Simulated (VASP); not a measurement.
# InSb (F-43m) in VASP: further runs, part 2 of 2

VASP 6.6.1.

### Step 5. Single point, PBEsol

INCAR reads:

```
SYSTEM = InSb
PREC = Accurate
ENCUT = 900
EDIFF = 1E-6
ISMEAR = 0
SIGMA = 0.1
LREAL = .FALSE.
LASPH = .TRUE.
NELM = 100
ALGO = Normal
ISIF = 2
LWAVE = .FALSE.
LCHARG = .FALSE.
GGA = PS
```

KPOINTS reads:

```
regular mesh
0
G
  12 12 12
  0 0 0
```

POSCAR reads:

```
InSb
1.0
    0.0000000000      3.2604100000      3.2604100000
    3.2604100000      0.0000000000      3.2604100000
    3.2604100000      3.2604100000      0.0000000000
In Sb
1 1
Direct
    0.0000000000      0.0000000000      0.0000000000
    0.7500000000      0.7500000000      0.7500000000
```

The run is started by

```bash
> cat potpaw_PBE.64/In_d/POTCAR potpaw_PBE.64/Sb/POTCAR > POTCAR
> mpirun -np 1 vasp_std > vasp.out
```

Run time: 80 s. Hardware: 1 thread of Intel Xeon Platinum 8488C (Sapphire Rapids), shared host; peak memory 0.43 GiB.

The run converged. Its results:

```yaml
Free_energy: -7.7011 eV
Pressure: 0.0 GPa
Band_gap_on_the_k_mesh: none (metal or under the smearing width)
```

Levels at points of the mesh, in eV from the Fermi level:
```
           k point  band 5  band 6  band 7  band 8  band 9  band 10  band 11  band 12  band 13
(0.00, 0.00, 0.00)  -14.47  -10.68   -0.43   -0.06   -0.06    -0.06     2.88     2.88     2.88
(0.50, 0.00, 0.00)  -14.47   -9.36   -5.62   -1.04   -1.04     0.38     3.72     3.72     5.91
(0.50, 0.50, 0.00)  -14.47   -8.77   -5.92   -2.27   -2.27     1.22     1.24     7.95     7.95
```

Caveat: the PAW data sets were made with another functional, which shifts forces and pressure a little; this crystal is a semiconductor, whose small gap the functional closes, so the metal is an error of the method. The run has no spin-orbit coupling, so splittings on Sb are missing.

### Step 6. Single point, r2SCAN

Changes to INCAR since step 5:

```diff
@@ -2,3 +2,3 @@
 PREC = Accurate
-ENCUT = 900
+ENCUT = 520
 EDIFF = 1E-6
@@ -13,2 +13,3 @@
 LCHARG = .FALSE.
-GGA = PS
+METAGGA = R2SCAN
+LMIXTAU = .TRUE.
```

KPOINTS is that of step 5.

POSCAR is that of step 5.

Potentials or basis: VASP PAW PBE potentials, release 64 (In_d, Sb).

The run is started by

```bash
> cat potpaw_PBE.64/In_d/POTCAR potpaw_PBE.64/Sb/POTCAR > POTCAR
> mpirun -np 1 vasp_std > vasp.out
```

OUTCAR:

```text
SYSTEM = InSb
   PREC = Accurate
   ENCUT = 520
   EDIFF = 1E-6
   ISMEAR = 0
   LREAL = .FALSE.
   LASPH = .TRUE.
   NELM = 100
   ISIF = 2
   METAGGA = R2SCAN

 ion  position               nearest neighbor table
   1  0.000  0.000  0.000-   2 2.82   2 2.82   2 2.82   2 2.82
   2  0.750  0.750  0.750-   1 2.82   1 2.82   1 2.82   1 2.82

  LATTYP: Found a face centered cubic cell.
 ALAT       =     6.5208200000

  Lattice vectors:

 A1 = (   0.0000000000,   3.2604100000,   3.2604100000)
 A2 = (   3.2604100000,   0.0000000000,   3.2604100000)
 A3 = (   3.2604100000,   3.2604100000,   0.0000000000)

Analysis of symmetry for initial positions (statically):
=====================================================================
 Subroutine PRICEL returns:
 Original cell was already a primitive cell.

 Routine SETGRP: Setting up the symmetry group for a
 face centered cubic supercell.

 Subroutine GETGRP returns: Found 24 space group operations
 (whereof 24 operations were pure point group operations)
 out of a pool of 48 trial point group operations.

The static configuration has the point symmetry T_d .

Analysis of symmetry for dynamics (positions and initial velocities):
[... 168 lines left out ...]
 k-point     1 :       0.0000    0.0000    0.0000
  band No.  band energies     occupation
      1     -10.3372      2.00000
      2     -10.3372      2.00000
      3     -10.3372      2.00000
      4     -10.2411      2.00000
      5     -10.2411      2.00000
      6      -6.2784      2.00000
      7       4.7176      1.81389
      8       4.7176      1.81389
      9       4.7176      1.81388
     10       4.8377      0.70609
     11       7.9373      0.00000
     12       7.9373      0.00000
     13       7.9373      0.00000
[... 354 lines left out ...]
  band No.  band energies     occupation
      1     -10.3904      2.00000
      2     -10.3129      2.00000
      3     -10.3116      2.00000
      4     -10.2427      2.00000
      5     -10.2399      2.00000
      6      -4.7198      2.00000
      7      -0.8915      2.00000
      8       2.3548      2.00000
      9       3.4281      2.00000
     10       6.6959      0.00000
     11       8.7166      0.00000
     12       9.5272      0.00000
     13      11.4753      0.00000

 [... further k-points ...]
[... 5 lines left out ...]
  --------------------------------------------------------------------------------------
  -------------------------------------------------------------------------------------
  Total        0.3182449      0.3182449      0.3182449     -0.0000000      0.0000000     -0.0000000
  in kB        7.3557224      7.3557224      7.3557224     -0.0000000      0.0000000     -0.0000000
  external PRESSURE =       7.3557224 kB  Pullay stress =       0.0000000 kB

 VOLUME and BASIS-vectors are now :
 -----------------------------------------------------------------------------
  energy-cutoff  :      520.00
  volume of cell :       69.32
      direct lattice vectors                 reciprocal lattice vectors
     0.000000000  3.260410000  3.260410000    -0.153354946  0.153354946  0.153354946
     3.260410000  0.000000000  3.260410000     0.153354946 -0.153354946  0.153354946
     3.260410000  3.260410000  0.000000000     0.153354946  0.153354946 -0.153354946

 POSITION                                       TOTAL-FORCE (eV/Angst)
 -----------------------------------------------------------------------------------
      0.00000      0.00000      0.00000         0.000000      0.000000      0.000000
      4.89061      4.89061      4.89061        -0.000000     -0.000000     -0.000000
 -----------------------------------------------------------------------------------
    total drift:                                0.000001      0.000001      0.000001

  FREE ENERGIE OF THE ION-ELECTRON SYSTEM (eV)
  ---------------------------------------------------
  free  energy   TOTEN  =       -48.7658690117 eV

  energy  without entropy=      -48.7657791146  energy(sigma->0) =      -48.76582406
```

OSZICAR:

```text
N       E                     dE             d eps       ncg     rms          rms(c)
DAV:   1     0.702567453093E+02    0.70257E+02   -0.82249E+03  1872   0.140E+03
DAV:   2    -0.439969391460E+02   -0.11425E+03   -0.11177E+03  1967   0.315E+02
DAV:   3    -0.516377886073E+02   -0.76408E+01   -0.75837E+01  2442   0.911E+01
[... 14 lines left out ...]
DAV:  18    -0.487658508556E+02   -0.17530E-03   -0.30283E-04  2127   0.195E-01    0.228E-01
DAV:  19    -0.487658202677E+02    0.30588E-04   -0.52560E-05  1872   0.126E-01    0.568E-02
DAV:  20    -0.487658661128E+02   -0.45845E-04   -0.34209E-05  1872   0.770E-02    0.295E-02
DAV:  21    -0.487658626703E+02    0.34425E-05   -0.12904E-05  1947   0.580E-02    0.107E-02
DAV:  22    -0.487658691167E+02   -0.64464E-05   -0.52816E-06  1922   0.269E-02    0.147E-02
DAV:  23    -0.487658690117E+02    0.10505E-06   -0.38921E-07  1261   0.526E-03
   1 F= -.48765869E+02 E0= -.48765824E+02  d E =-.898970E-04
```

Wall time 3.3 min (1 thread of Intel Xeon Platinum 8488C (Sapphire Rapids), shared host); peak memory 0.26 GiB.

What came out:

```yaml
Free_energy: -48.7659 eV
Pressure: 0.7 GPa
Band_gap_on_the_k_mesh: 0.12 eV, direct
```

Caveat: the PAW data sets were made with another functional, which shifts forces and pressure a little; spin-orbit coupling is left out, which moves the levels of the heavy elements.

### Step 7. Overview

```csv
level,k mesh,cutoff (eV),smearing,gap on the mesh (eV),pressure (GPa)
PBEsol,12 × 12 × 12,700,gaussian 0.1 eV,none,0.0
PBEsol,18 × 18 × 18,520,gaussian 0.1 eV,none,0.0
PBEsol,12 × 12 × 12,520,gaussian 0.5 eV,none,0.0
PBEsol,12 × 12 × 12,900,gaussian 0.1 eV,none,0.0
r2SCAN,12 × 12 × 12,520,gaussian 0.1 eV,0.12,0.7
```

Alike in all rows: task single point; potentials or basis VASP PAW PBE potentials, release 64 (In_d, Sb); no spin polarisation; cell as given.

On the cell as given the gap runs from zero (PBEsol) to 0.12 eV (r2SCAN); the meshes differ, which moves gaps too. The pressure there spans 0.0 GPa (PBEsol) to 0.7 GPa (r2SCAN); a positive pressure means that this level wants a larger cell, a negative one a smaller.

Caveats: the PAW data sets were made with another functional, which shifts forces and pressure a little; this crystal is a semiconductor, whose small gap the functional closes, so the metal is an error of the method (some runs); spin-orbit coupling is left out, which moves the levels of the heavy elements (some runs).

Total energies depend on the potentials used, so only differences within one code and one set of settings carry meaning.

### Step 8. How close it comes

Step 2. A measured gap of InSb is 0.24 eV (quoted in “Electronic Structure and Epitaxy of CdTe Shells on InSb Nanowires”, 2021, arxiv:2111.05126); the calculated 0.00 eV misses it by -0.24 eV. Spin-orbit coupling on In, Sb is left out. The value is that of PBEsol on a finite k mesh, which can miss the band edges, without temperature or zero-point motion. Semilocal functionals fall short of measured gaps as a rule. The cell is a database's relaxed one, not the measured one, which moves gaps too.

Step 3. Measured gap of InSb: 0.24 eV (quoted in “Electronic Structure and Epitaxy of CdTe Shells on InSb Nanowires”, 2021, arxiv:2111.05126). This calculation gives 0.00 eV (-0.24 eV). Spin-orbit coupling on In, Sb is left out. The value is that of PBEsol on a finite k mesh, which can miss the band edges, without temperature or zero-point motion. Semilocal functionals fall short of measured gaps as a rule. The cell is a database's relaxed one, not the measured one, which moves gaps too.

Step 4. A measured gap of InSb is 0.24 eV (quoted in “Electronic Structure and Epitaxy of CdTe Shells on InSb Nanowires”, 2021, arxiv:2111.05126); the calculated 0.00 eV misses it by -0.24 eV. Spin-orbit coupling on In, Sb is left out. The value is that of PBEsol on a finite k mesh, which can miss the band edges, without temperature or zero-point motion. Semilocal functionals fall short of measured gaps as a rule. The cell is a database's relaxed one, not the measured one, which moves gaps too.

Step 5. Measured gap of InSb: 0.24 eV (quoted in “Electronic Structure and Epitaxy of CdTe Shells on InSb Nanowires”, 2021, arxiv:2111.05126). This calculation gives 0.00 eV (-0.24 eV). Spin-orbit coupling on In, Sb is left out. The value is that of PBEsol on a finite k mesh, which can miss the band edges, without temperature or zero-point motion. Semilocal functionals fall short of measured gaps as a rule. The cell is a database's relaxed one, not the measured one, which moves gaps too.

Step 6. Against the measured gap of InSb, 0.24 eV (quoted in “Electronic Structure and Epitaxy of CdTe Shells on InSb Nanowires”, 2021, arxiv:2111.05126), the calculated 0.12 eV is off by -0.12 eV. Spin-orbit coupling on In, Sb is left out. The value is that of r2SCAN, without temperature or zero-point motion. The cell is a database's relaxed one, not the measured one, which moves gaps too.
